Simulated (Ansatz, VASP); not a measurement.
## Cross-check of ZnS between VASP and Ansatz

One calculation is typed for both programs; each brings its own data sets. How far apart do they land? The structure shown is the end of the Ansatz relaxation below.

Calculated with Ansatz 0.2.0; plane waves, with VASP 6.6.1 beside it; single point at PBEsol.

## Step 1: Starting point

Symmetry: F-43m, No. 216, cubic system. Conventional cell: a = 5.357 Å, b = 5.357 Å, c = 5.357 Å, α = 90.00°, β = 90.00°, γ = 90.00°. Nearest to Zn lie 4 S at 2.32 Å. S has 4 Zn at 2.32 Å nearest. Farther neighbours and most contacts between anions are not listed.

## Step 2: Ansatz: relaxation, PBEsol

Ansatz runs on its PAW soft_1 files.

This run makes the geometry at which the two programs are then compared.

Input file input.yaml:

```yaml
crystal:
  lattice:
    - [3.787689, 0.0, 0.0]
    - [0.0, 3.787689, 0.0]
    - [0.0, 0.0, 5.356601]
  atoms:
    - { symbol: Zn, position: [0.0, 0.0, 0.0] }
    - { symbol: Zn, position: [0.5, 0.5, 0.5] }
    - { symbol: S, position: [0.5, 0.0, 0.75] }
    - { symbol: S, position: [0.0, 0.5, 0.25] }
kpoints:
  mp_grid: { grid: [7, 7, 5] }
scf:
  occupations: { method: fermi_dirac, width: 0.02 }
hamiltonian:
  xc: pbesol
  pseudopotentials: { kind: paw, azcp: { folder: soft_1 }, xc_functional: pbe }
basis:
  ecutwfc: 600
output:
  forces: true
  stress: true
relax:
  f_tol: 0.005
  max_steps: 70
  cell: { stress_tol: 0.02, p_target: 0, fix: [c, alpha, beta, gamma] }
```

On the command line:

```bash
ansatz run input.yaml --threads 4 --pin off --max-ram 10240MiB --backend cpu --events-out ev --progress --plain --runs-dir out
```

Numbers of over 12 decimals in the logs are rounded to 6 here.

The program printed:

```text
Engine: ansatz 0.2.0, aarch64-unknown-linux-gnu
Pseudopotentials: kind: paw
Pseudopotential: Zn, paw, valence charge 12, recommended cutoff 420 eV (normal), soft_1/Zn.paw.azcp
Pseudopotential: S, paw, valence charge 6, recommended cutoff 420 eV (normal), soft_1/S.paw.azcp
Functional definition: PBEsol
  exchange = pbesol_x
  correlation = pbesol_c
Crystal: 4 atoms, lattice volume = 76.849 Å³
Basis set: ecut = 600 eV, 2541 PW (Γ), exchange–correlation on 64×64×90 points (8 copies of the dense FFT grid, shifted against one another)
Bands: 22, of which v1, the nominal top of the filled ones, is band 18 counted from 1 (17 counted from 0)
Symmetry: 16 space group operations
Space group: F-43m (ITA 216), of the structure as read, at distance tolerance 4.3e-5 Å
k-points: 30 of 245 (time reversal used)
Non-local potential: Zn, projectors of the file, l = 0: 2, l = 1: 2, l = 2: 3, l = 3: 1
Non-local potential: S, projectors of the file, l = 0: 2, l = 1: 2, l = 2: 1
PAW form: soft (Blöchl's): semilocal exchange-correlation on the pseudo side does not see the compensation charge
PAW frozen core: Zn, regenerated for the run's functional, and the local potential with it (the file was generated under x = pbe(κ = 0.804, μ = 0.219515), c = pbe(β = 0.066725))
PAW frozen core: S, regenerated for the run's functional, and the local potential with it (the file was generated under x = pbe(κ = 0.804, μ = 0.219515), c = pbe(β = 0.066725))
PAW one-centre angular grid: Zn, 590 points (default); XC on 64 Gauss nodes
PAW one-centre angular grid: S, 110 points (default); XC on 64 Gauss nodes
Initial density: superposition of atomic densities (chi_scale 0.1, normalization cell, long waves kept (reshape's long-wave potential 0.00 eV rms))
Initial wavefunctions: pseudopotential atomic-orbital guess
Functional: x = pbesol(κ = 0.804, μ = 0.123457), c = pbesol(β = 0.046)
SCF iter   1: F=—  HF=-8335.065053 eV  |F-HF|=—  |Δ(HF+E_count)|=         —  Δρ=3.92e-2  dr2=6.70e-1  ethr=3.10e-3  ⟨swp⟩=6.9  Hψ=3746  notcnv=0
preconditioner: auto → Resta (q_TF=auto, 2.404 Å⁻¹)  ε∞=6.3  [insulator: Δε(μ)=2.287 eV  Ē_g=11.002 eV  σ=0.020 eV  W_gap=1.00  n_scr=20 (ndim 8)  ℏωp=25.4 eV  f_vac=0.000  D(μ)=0.00/eV (n_scr^D=0)  ε∞_Penn≈6.3]
SCF iter   2: F=—  HF=-8334.923600 eV  |F-HF|=—  |Δ(HF+E_count)|=   1.41e-1  Δρ=1.62e-2  dr2=1.49e-1  ethr=1.86e-3  ⟨swp⟩=2.7  Hψ=1458  notcnv=0
SCF iter   3: F=—  HF=-8334.902656 eV  |F-HF|=—  |Δ(HF+E_count)|=   2.09e-2  Δρ=1.01e-2  dr2=4.99e-2  ethr=4.15e-4  ⟨swp⟩=2.0  Hψ=1261  notcnv=0
SCF iter   4: F=—  HF=-8334.887875 eV  |F-HF|=—  |Δ(HF+E_count)|=   1.48e-2  Δρ=3.36e-3  dr2=5.39e-3  ethr=1.39e-4  ⟨swp⟩=2.0  Hψ=1500  notcnv=0
SCF iter   5: F=—  HF=-8334.889584 eV  |F-HF|=—  |Δ(HF+E_count)|=   1.71e-3  Δρ=4.56e-4  dr2=1.91e-4  ethr=1.50e-5  ⟨swp⟩=2.5  Hψ=1231  notcnv=0
SCF iter   6: F=—  HF=-8334.889777 eV  |F-HF|=—  |Δ(HF+E_count)|=   1.93e-4  Δρ=2.76e-4  dr2=5.66e-5  ethr=5.31e-7  ⟨swp⟩=2.4  Hψ=1176  notcnv=0
SCF iter   7: F=—  HF=-8334.889827 eV  |F-HF|=—  |Δ(HF+E_count)|=   4.97e-5  Δρ=8.60e-5  dr2=2.41e-6  ethr=1.57e-7  ⟨swp⟩=2.1  Hψ=1133  notcnv=0
SCF iter   8: F=—  HF=-8334.889830 eV  |F-HF|=—  |Δ(HF+E_count)|=   3.48e-6  Δρ=2.17e-5  dr2=1.61e-7  ethr=6.69e-9  ⟨swp⟩=2.0  Hψ=1142  notcnv=0
SCF iter   9: F=-8334.889831 eV  HF=-8334.889831 eV  |F-HF|=2.81e-9  |Δ(HF+E_count)|=   9.60e-8  Δρ=1.54e-6  dr2=2.39e-9  ethr=2.78e-10  ⟨swp⟩=5.0  Hψ=2819  notcnv=0
SCF 1 converged in 9 iterations: F = -8334.889831 eV  dr2 = 2.39e-9
  greatest PAW one-centre occupation: 0.982 electrons in one spin orbital (limit 2), on the Zn atom at site 1 (counted from 0), in its partial waves of l = 2
relax step   1: F+E_penalty+E_count = -8334.88983059 eV  Δ(F+E_penalty+E_count) = +0.000e0 eV  max|allowed force component| = 1.370e-16 eV/Å  Δτ_max = 0.0000 Å  P = -0.001 GPa  Ω = 76.849 Å³  fix = [c, alpha, beta, gamma]  reactions: c -0.008 GPa  (9 SCF iters, dr2 threshold 1.00e-7 eV, accepted)
Initial density: handed on by an earlier stage of this run
Initial wavefunctions: pseudopotential atomic-orbital guess (no wavefunctions were taken with the density)
iter 1 solved again at ethr=1.43e-7 eV; its pass at ethr=3.10e-3 eV (dr2=5.16e-5 eV) is discarded
SCF iter   1: F=—  HF=-8334.889833 eV  |F-HF|=—  |Δ(HF+E_count)|=         —  Δρ=2.76e-6  dr2=4.37e-9  ethr=1.43e-7  ⟨swp⟩=4.1  Hψ=5963  notcnv=0
eigensolver tolerance schedule: the retry pair's looser diagonalisation over-reported the residual by 11809.05 of it (diagonalisation noise at 1.20 of the residual, at the tolerance the schedule requests for it); recorded, not acted on — ethr = c·dr2/N_el stays at c = 1.0e-1
preconditioner: auto → Resta (q_TF=auto, 2.404 Å⁻¹)  ε∞=6.7  [insulator: Δε(μ)=2.082 eV  Ē_g=10.673 eV  σ=0.020 eV  W_gap=1.00  n_scr=20 (ndim 8)  ℏωp=25.4 eV  f_vac=0.017  D(μ)=0.00/eV (n_scr^D=0)  ε∞_Penn≈6.7]
SCF iter   2: F=—  HF=-8334.889831 eV  |F-HF|=—  |Δ(HF+E_count)|=   2.25e-6  Δρ=3.41e-6  dr2=5.01e-9  ethr=1.21e-11  ⟨swp⟩=3.9  Hψ=2048  notcnv=0
SCF iter   3: F=—  HF=-8334.889831 eV  |F-HF|=—  |Δ(HF+E_count)|=  6.98e-10  Δρ=1.56e-6  dr2=1.49e-9  ethr=1.21e-11  ⟨swp⟩=2.0  Hψ=960  notcnv=0
SCF iter   4: F=—  HF=-8334.889831 eV  |F-HF|=—  |Δ(HF+E_count)|=   1.04e-9  Δρ=6.99e-7  dr2=2.22e-10  ethr=4.13e-12  ⟨swp⟩=2.0  Hψ=1083  notcnv=0
SCF iter   5: F=—  HF=-8334.889831 eV  |F-HF|=—  |Δ(HF+E_count)|=  1.44e-10  Δρ=8.64e-7  dr2=2.64e-10  ethr=1.00e-12  ⟨swp⟩=2.4  Hψ=1146  notcnv=0
SCF iter   6: F=—  HF=-8334.889831 eV  |F-HF|=—  |Δ(HF+E_count)|=  3.82e-11  Δρ=2.01e-7  dr2=1.66e-11  ethr=1.00e-12  ⟨swp⟩=2.9  Hψ=1081  notcnv=0
SCF iter   7: F=-8334.889831 eV  HF=-8334.889831 eV  |F-HF|=5.46e-12  |Δ(HF+E_count)|=  3.64e-12  Δρ=1.23e-7  dr2=5.61e-12  ethr=1.00e-12  ⟨swp⟩=6.0  Hψ=3288  notcnv=0
SCF 2 converged in 7 iterations: F = -8334.889831 eV  dr2 = 5.61e-12
relax step   2: F+E_penalty+E_count = -8334.88983059 eV  Δ(F+E_penalty+E_count) = -3.729e-10 eV  max|allowed force component| = 1.396e-16 eV/Å  Δτ_max = 0.0000 Å  P = -0.001 GPa  Ω = 76.849 Å³  fix = [c, alpha, beta, gamma]  reactions: c -0.008 GPa  stress off target by 2.97e-3 GPa on what of the cell is left free  SCF on the basis re-selected at this cell (its energy is not comparable with the rows above)  (7 SCF iters)
basis re-selected at this cell: Δ(F+E_penalty+E_count) = -3.729e-10 eV, ΔP = -0.000 GPa vs the last step (what re-selecting the basis moved, of the pressure what is left beyond the Pulay correction that the steps carried, after the strain that the cell walked since its last selection, with what the two solves' SCF thresholds leave and, on support functions, any second-order correction that the steps lacked; it is no  [...]
SCF converged after 7 iterations
Free energy (F): -8334.889831 eV
Harris-Foulkes:  -8334.889831 eV  (|F-HF|=5.46e-12)
Internal energy: -8334.889831 eV  (E = F + TS)
E sigma→0 (E₀):  -8334.889831 eV
Fermi energy:    7.069252 eV
--- Per-component energies (eV) ---
  E_band       = 13.764011
  E_kinetic    = 507.341146
  E_local      = -4503.324626  (includes V_loc(G=0)·N_el)
  E_nonlocal   = 1712.910840
  E_hartree    = 1712.849453
  E_xc         = -332.008559
  E_vxc        = -268.511316  (∫ρ·V_xc dr)
  E_paw        = -4905.436608  (= ΣΔE_a)
  E_vpaw       = -860.350805  (= ΣTr[D̂ρ^β])
  E_aug_tail   = 0.000028  (compensation charges beyond the density's cutoff)
  E_ewald      = -2528.940115
  E_core_change = 1.718610  (= ΣΔE_core)
  E_smearing   = -0.000000  (= −TS)
  E_closure    = 0.000000  (closes the sum)
  Σ components = -8334.889831   (vs F -8334.889831, Δ=0.00e0)
--- Forces (eV/Å), atoms counted from 1 ---
  atom   1  Zn    -0.00000000     0.00000000     0.00000000
  atom   2  Zn    -0.00000000     0.00000000     0.00000000
  atom   3  S      0.00000000    -0.00000000    -0.00000000
  atom   4  S      0.00000000    -0.00000000    -0.00000000
  max |Σ_I F_I| component: 5.55e-17 eV/Å
--- Stress (GPa, compression-positive) ---
        0.002970       0.000000       0.000000
        0.000000       0.002970      -0.000000
        0.000000      -0.000000      -0.008263
  P = ⅓ Tr σ = -0.0008 GPa (-0.008 kbar)
--- Relaxed structure (1 steps of the walk, 1 accepted, 1 SCFs on fresh bases) ---
  F+E_penalty+E_count = -8334.88983059 eV   max|allowed force component| = 1.396e-16 eV/Å   (the final SCF, on the basis selected at the relaxed cell)
  cell:  # Å, volume = 76.8489 Å³
    - [3.787689, 0.0, 0.0]
    - [0.0, 3.787689, 0.0]
    - [0.0, 0.0, 5.356601]
  atoms:
    - { symbol: Zn, position: [0.0, 0.0, 0.0] }
    - { symbol: Zn, position: [0.5, 0.5, 0.500000] }
    - { symbol: S, position: [0.5, 0.0, 0.75] }
    - { symbol: S, position: [0.0, 0.5, 0.250000] }
```

## Step 3: VASP: single point, PBEsol, pair 1

The same cell, functional, mesh and smearing now go to VASP, with its own data sets.

Lines of VASP's logs that name or quote its potential files are left out, and so is its time.

Input file INCAR:

```
SYSTEM = ZnS
PREC = Accurate
ENCUT = 500
EDIFF = 1E-06
NELM = 120
ISMEAR = -1
SIGMA = 0.02
LREAL = .FALSE.
ALGO = Normal
GGA = PS
NBANDS = 24
LORBIT = 11
LWAVE = .FALSE.
LCHARG = .FALSE.
ISIF = 2
LASPH = .TRUE.
GGA_COMPAT = .FALSE.
EFERMI = MIDGAP
KPAR = 2
```

Input file POSCAR:

```
ZnS
1.0
    3.7876890000      0.0000000000      0.0000000000
    0.0000000000      3.7876890000      0.0000000000
    0.0000000000      0.0000000000      5.3566010000
Zn S
2 2
Direct
    0.0000000000      0.0000000000      0.0000000000
    0.5000000000      0.5000000000      0.5000000000
    0.5000000000      0.0000000000      0.7500000000
    0.0000000000      0.5000000000      0.2500000000
```

Input file KPOINTS:

```
Automatic mesh
0
Gamma
7 7 5
0 0 0
```

PAW data sets: Zn and S (PBE family, release 64).

On the command line:

```bash
mpirun -np 2 vasp_std
```

The program printed:

```text
[banner, memory and clock lines left out]
running    2 mpi-ranks, on    1 nodes
 distrk:  each k-point on    1 cores,    2 groups
 distr:  one band on    1 cores,    1 groups

 POSCAR found type information on POSCAR ZnS
 POSCAR found :  2 types and       4 ions
|                                                                             |
|               ----> ADVICE to this user running VASP <----                  |
|                                                                             |
|     You enforced a specific xc type in the INCAR file but a different       |
|     [... a line on the potential file left out ...]
|     I HOPE YOU KNOW WHAT YOU ARE DOING!                                     |
|                                                                             |

 LDA part: xc-table for (Slater+PW92), standard interpolation
 POSCAR, INCAR and KPOINTS ok, starting setup
 FFT: planning ... GRIDC
 FFT: planning ... GRID_SOFT
 FFT: planning ... GRID
 WAVECAR not read
 entering main loop
       N       E                     dE             d eps       ncg     rms          rms(c)
DAV:   1     0.227931981627E+03    0.22793E+03   -0.17187E+04  1440   0.178E+03
DAV:   2     0.478046045439E+01   -0.22315E+03   -0.21584E+03  1520   0.353E+02
DAV:   3    -0.155722442722E+02   -0.20353E+02   -0.20247E+02  1752   0.109E+02
DAV:   4    -0.159856761077E+02   -0.41343E+00   -0.41310E+00  1760   0.160E+01
DAV:   5    -0.159929331034E+02   -0.72570E-02   -0.72563E-02  1752   0.206E+00    0.995E+00
DAV:   6    -0.151776176503E+02    0.81532E+00   -0.20183E+00  1984   0.436E+01    0.759E+00
DAV:   7    -0.151899186943E+02   -0.12301E-01   -0.14982E+00  1544   0.733E+00    0.343E+00
DAV:   8    -0.151770860661E+02    0.12833E-01   -0.49615E-02  2016   0.286E+00    0.105E+00
DAV:   9    -0.151765544531E+02    0.53161E-03   -0.14354E-02  2000   0.196E+00    0.230E-01
DAV:  10    -0.151766557564E+02   -0.10130E-03   -0.82002E-04  1832   0.351E-01    0.133E-01
DAV:  11    -0.151767597893E+02   -0.10403E-03   -0.19581E-04  1688   0.144E-01    0.844E-02
DAV:  12    -0.151767554212E+02    0.43681E-05   -0.35267E-05  1792   0.124E-01    0.841E-03
DAV:  13    -0.151767569250E+02   -0.15038E-05   -0.39827E-06  1568   0.148E-02    0.341E-03
DAV:  14    -0.151767568033E+02    0.12172E-06   -0.35071E-07   992   0.649E-03
   1 F= -.15176757E+02 E0= -.15176757E+02  d E =0.000000E+00
```

From OUTCAR (step 3):

```text
ion  position               nearest neighbor table
   1  0.000  0.000  0.000-   3 2.32   4 2.32   4 2.32   3 2.32
   2  0.500  0.500  0.500-   3 2.32   4 2.32   3 2.32   4 2.32
   3  0.500  0.000  0.750-   1 2.32   2 2.32   2 2.32   1 2.32
   4  0.000  0.500  0.250-   1 2.32   2 2.32   1 2.32   2 2.32

  LATTYP: Found a simple tetragonal cell.
 ALAT       =     3.7876890000
 C/A-ratio  =     1.4142135218

 Subroutine GETGRP returns: Found  8 space group operations
 (whereof  8 operations were pure point group operations)

The static configuration has the point symmetry D_2d.

 Found     30 irreducible k-points:

   k-points           NKPTS =     30   k-points in BZ     NKDIM =     30   number of bands    NBANDS=     24

   dimension x,y,z NGX =    28 NGY =   28 NGZ =   40
   dimension x,y,z NGXF=    56 NGYF=   56 NGZF=   80

   ENCUT  =  500.0 eV  36.75 Ry    6.06 a.u.   6.91  6.91  9.77*2*pi/ulx,y,z

   NELECT =      36.0000    total number of electrons

 k-points in reciprocal lattice and weights: Automatic mesh
   0.00000000  0.00000000  0.00000000       0.004
   0.14285714  0.00000000  0.00000000       0.016
   0.28571429  0.00000000  0.00000000       0.016
   0.42857143  0.00000000  0.00000000       0.016
   0.14285714  0.14285714  0.00000000       0.016
   0.28571429  0.14285714  0.00000000       0.033
   0.42857143  0.14285714  0.00000000       0.033
   0.28571429  0.28571429  0.00000000       0.016
   0.42857143  0.28571429  0.00000000       0.033
[...]
0.42857143  0.28571429  0.40000000       0.065
   0.42857143  0.42857143  0.40000000       0.033

 average (electrostatic) potential at core
       1 -35.9006       2 -35.9006       3 -88.5016       4 -88.5016

 E-fermi :   3.3103

 k-point     1 :       0.0000    0.0000    0.0000
  band No.  band energies     occupation
    ...
     14      -0.0839      2.00000
     15      -0.0839      2.00000
     16       2.2640      2.00000
     17       2.2641      2.00000
     18       2.2641      2.00000
     19       4.3565      0.00000
     20       5.4417      0.00000
     21       6.2247      0.00000
     22       8.5522      0.00000
     23       8.5522      0.00000
    ...

 k-point     2 :       0.1429    0.0000    0.0000
  band No.  band energies     occupation
    ...
     14      -0.5824      2.00000
     15       0.0670      2.00000
     16       1.2949      2.00000
     17       1.9466      2.00000
     18       2.1991      2.00000
     19       5.1730      0.00000
     20       5.8430      0.00000
     21       6.9444      0.00000
     22       8.3423      0.00000
     23       8.7118      0.00000
    ...

 k-point     3 :       0.2857    0.0000    0.0000
  band No.  band energies     occupation
    ...
     14      -1.0848      2.00000
     15      -0.1393      2.00000
     16       0.4743      2.00000
     17       1.1039      2.00000
     18       1.9781      2.00000
     19       6.2391      0.00000
     20       6.3691      0.00000
     21       8.3062      0.00000
     22       8.5627      0.00000
     23       9.1436      0.00000
    ...

  Total        0.0905822      0.0905822      0.0861465      0.0000000      0.0000000      0.0000000
  in kB        1.8884934      1.8884934      1.7960168      0.0000000      0.0000000      0.0000000
  external PRESSURE =       1.8576679 kB  Pullay stress =       0.0000000 kB

  energy-cutoff  :      500.00
  volume of cell :       76.85
      direct lattice vectors                 reciprocal lattice vectors
     3.787689000  0.000000000  0.000000000     0.264013228  0.000000000  0.000000000
     0.000000000  3.787689000  0.000000000     0.000000000  0.264013228  0.000000000
     0.000000000  0.000000000  5.356601000     0.000000000  0.000000000  0.186685549

 POSITION                                       TOTAL-FORCE (eV/Angst)
 -----------------------------------------------------------------------------------
      0.00000      0.00000      0.00000        -0.000000      0.000000     -0.000000
      1.89384      1.89384      2.67830         0.000000      0.000000      0.000000
      1.89384      0.00000      4.01745        -0.000000     -0.000000     -0.000000
      0.00000      1.89384      1.33915        -0.000000     -0.000000     -0.000000
 -----------------------------------------------------------------------------------
    total drift:                                0.000000      0.000000      0.000000

  FREE ENERGIE OF THE ION-ELECTRON SYSTEM (eV)
  ---------------------------------------------------
  free  energy   TOTEN  =       -15.1767568033 eV

  energy  without entropy=      -15.1767568033  energy(sigma->0) =      -15.17675680

 total charge
# of ion       s       p       d       tot
------------------------------------------
    1        0.533   0.505   9.801  10.839
    2        0.533   0.505   9.801  10.839
    3        1.308   2.423   0.000   3.731
    4        1.308   2.423   0.000   3.731
--------------------------------------------------
tot          3.682   5.856  19.602  29.141

[... 3 further parts left out ...]
```

The run ends at a pressure of 0.19 GPa.

## Step 4: Comparison

Known differences besides the potentials themselves: the cutoff is 600 eV in Ansatz and 500 eV in VASP; Ansatz makes its cores anew for this functional, VASP keeps those of its PBE data sets; Ansatz's pressure holds a Pulay correction, VASP's none. Total energies have different zeros and are not compared.

The two programs side by side:

```csv
quantity,Ansatz,VASP,difference
pressure (GPa),0.00,0.19,-0.19
gap on the k mesh (eV),2.082,2.092,-0.010
```

A gap on the mesh is an upper bound, since the band edges may lie between its points.

## Step 5: Ansatz: relaxation, PBEsol

This run makes the geometry at which the two programs are then compared. The cell compared in this pair holds 76.28 Å³, against 76.85 Å³ for the pair before.

The structure compared here is the end of the Ansatz relaxation.

Edit input.yaml of step 2 so:

```diff
@@ -2,5 +2,5 @@
   lattice:
-    - [3.787689, 0.0, 0.0]
-    - [0.0, 3.787689, 0.0]
-    - [0.0, 0.0, 5.356601]
+    - [3.8160966675, 0.0, 0.0]
+    - [0.0, 3.8160966675, 0.0]
+    - [0.0, 0.0, 5.19590297]
   atoms:
```

On the command line:

```bash
ansatz run input.yaml --threads 4 --pin off --max-ram 10240MiB --backend cpu --events-out ev --progress --plain --runs-dir out
```

The program printed:

```text
[...]
Crystal: 4 atoms, lattice volume = 75.666 Å³
Basis set: ecut = 600 eV, 2509 PW (Γ), exchange–correlation on 64×64×90 points (8 copies of the dense FFT grid, shifted against one another)
Bands: 22, of which v1, the nominal top of the filled ones, is band 18 counted from 1 (17 counted from 0)
Symmetry: 16 space group operations
[...]
k-points: 30 of 245 (time reversal used)
[...]
-0.000000       0.000000       1.614642
  P = ⅓ Tr σ = 0.5413 GPa (5.413 kbar)
--- Relaxed structure (3 steps of the walk, 3 accepted, 1 SCFs on fresh bases) ---
[...]
cell:  # Å, volume = 76.2835 Å³
    - [3.831642, 0, 0]
    - [0, 3.831642, 0]
    - [0, 0, 5.19590297]
  atoms:
    - { symbol: Zn, position: [0, 0, 0] }
    - { symbol: Zn, position: [0.5, 0.5, 0.5] }
    - { symbol: S, position: [0.5, 0, 0.750000] }
    - { symbol: S, position: [0, 0.5, 0.25] }
[key lines of the parts left out:]
SCF converged after 6 iterations
Free energy (F): -8334.877833 eV
Fermi energy:    7.214788 eV
```

(Part 1 of 2 ends here.)

[Lines on the potential files, build, host, timing and source positions are cut from VASP's logs without a mark.]

[Logs are printed without paths, hosts, clocks, repeated set-up lines and the standing remarks that a program may print on its own settings, such as how far it seeks lower states.]

[Hosts, paths, dates, database ids (printed as entryN), source tags and the programs' standing remarks are cut or masked in the printed files.]
